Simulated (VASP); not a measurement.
Runs of VASP 6.6.1 on CsPbBr3. It takes space group Pm-3m (No. 221, cubic). The conventional cell has a = 5.870 Å, b = 5.870 Å, c = 5.870 Å, α = 90.00°, β = 90.00°, γ = 90.00°. Pb (site symmetry m-3m) is surrounded by 6 Br at 2.94 Å. Around Cs (site symmetry m-3m) lie 12 Br at 4.15 Å. Br (site symmetry 4/mmm) has 2 Pb at 2.94 Å as nearest neighbours. Measurements of this composition are mostly on another form, of space group No. 62.

| task | level | potentials or basis | cell | k mesh | cutoff (eV) | smearing | ladder | gap on the mesh (eV) | pressure (GPa) | relaxed volume (Å³/atom) |
| --- | --- | --- | --- | --- | --- | --- | --- | --- | --- | --- |
| relaxation of cell and atoms | PBE+D3(BJ) | VASP PAW PBE potentials, release 64 (Pb_d, Cs_sv, Br) | relaxed | 4 × 4 × 4 | 600 | gaussian 0.02 eV | gaps | 1.65 | 0.0 | (c) |
| band structure | LDA | VASP PAW LDA potentials, release 64 (Pb_d, Cs_sv, Br) | as given | 6 × 6 × 6 | 520 | gaussian 0.02 eV | gaps | 1.36 | (a) | - |
| relaxation of cell and atoms | PBEsol+rVV10 | VASP PAW PBE potentials, release 64 (Pb_d, Cs_sv, Br) | relaxed | 4 × 4 × 4 | 600 | fermi-dirac 0.05 eV | - | 1.38 | 0.0 | 40.20 |
| relaxation of cell and atoms | PBE | VASP PAW PBE potentials, release 64 (Pb_d, Cs_sv, Br) | relaxed | 4 × 4 × 4 | 600 | gaussian 0.02 eV | gaps | 1.80 | 0.0 | 43.45 |
| relaxation of cell and atoms | PBEsol+D3(BJ) | VASP PAW PBE potentials, release 64 (Pb_d, Cs_sv, Br) | relaxed | 4 × 4 × 4 | 600 | fermi-dirac 0.05 eV | - | 1.28 | 0.0 | 39.21 |
| relaxation of cell and atoms | PBEsol+D4 | VASP PAW PBE potentials, release 64 (Pb_d, Cs_sv, Br) | relaxed | 4 × 4 × 4 | 600 | fermi-dirac 0.05 eV | - | 1.36 | 0.0 | (b) |
| single point | PBEsol | VASP PAW PBE potentials, release 64 (Pb_d, Cs_sv, Br) | as given | 5 × 5 × 5 | 520 | fermi-dirac 0.05 eV | free | 2.58 | 0.0 | - |
| band structure | r2SCAN | VASP PAW PBE potentials, release 64 (Pb_d, Cs_sv, Br) | as given | 6 × 6 × 6 | 520 | gaussian 0.02 eV | gaps | 1.90 | 0.8 | - |
| relaxation of cell and atoms | PBEsol+D3 | VASP PAW PBE potentials, release 64 (Pb_d, Cs_sv, Br) | relaxed | 4 × 4 × 4 | 600 | fermi-dirac 0.05 eV | - | 1.32 | 0.0 | 39.54 |
| relaxation of cell and atoms | r2SCAN | VASP PAW PBE potentials, release 64 (Pb_d, Cs_sv, Br) | relaxed | 4 × 4 × 4 | 600 | gaussian 0.02 eV | gaps | 2.06 | 0.0 | 42.04 |
| band structure | PBE | VASP PAW PBE potentials, release 64 (Pb_d, Cs_sv, Br) | as given | 6 × 6 × 6 | 520 | gaussian 0.02 eV | gaps | 1.53 | 1.5 | - |

Alike in all rows: no spin polarisation.

Problem. Fill in the values left out.

Solution. (a) -1.1; (b) 39.87; (c) 41.73.

Caveats: spin-orbit coupling is left out, which as a rule narrows the gap of such compounds by several tenths of an eV; the PAW data sets were made with another functional, which shifts forces and pressure a little (some runs); an odd mesh through Γ misses points on the zone boundary, where band edges often lie (some runs).

A k mesh can miss the band edges, and the runs leave out spin-orbit coupling on Br, Cs, Pb.

Not every run made on this cell is shown here.
